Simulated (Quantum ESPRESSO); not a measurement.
**FeO in Quantum ESPRESSO: the effect of target pressure**

The system is FeO.

```
Fe O
1.0
     2.61247    0.00000    0.00000
     0.00000    2.61247    0.00000
     0.00000    0.00000    2.61247
Fe O
1 1
Cartesian
  0.0000 0.0000 0.0000
  1.3062 1.3062 1.3062
```

The cell comes from a database or a generator and needn't be the stable form of this composition.

Alike in all runs:

* Program: Quantum ESPRESSO 7.5
* Task: phonons
* Functional: LDA
* Potentials or basis: GBRV 1.5 LDA
* Cutoff: 762 eV
* Density cutoff: 6095 eV
* k mesh: 8 × 8 × 8, shifted
* Occupations: fermi-dirac, width 0.05 eV
* Spin: collinear spin, ferromagnetic start
* Starting moments: [3.0, 0.0] μB

Each run relaxes the cell or the atoms first.

Question: One run gave: relaxed volume 8.58 Å³/atom; moment 4.00 μB; highest phonon frequency 171 cm⁻¹. Which target pressure did it use?
A. 20 GPa
B. 5 GPa
C. 10 GPa
D. 40 GPa
E. 0 GPa

Answer: E.

```tsv
target pressure	relaxed volume (Å³/atom)	moment (μB)	highest phonon frequency (cm⁻¹)
0 GPa	8.58	4.00	171
5 GPa	8.41	3.99	197
10 GPa	8.26	3.99	219
20 GPa	7.99	3.97	257
40 GPa	7.53	3.81	318
```

Caveats: the mesh is thin for the phonons of a metal; a cell with one magnetic atom can't hold antiferromagnetic order, which such compounds often take; the cell is more than 3 GPa from zero pressure, which shifts response properties (some runs); the volume moved by over 15 % at a fixed basis, so the end points are rough (some runs).
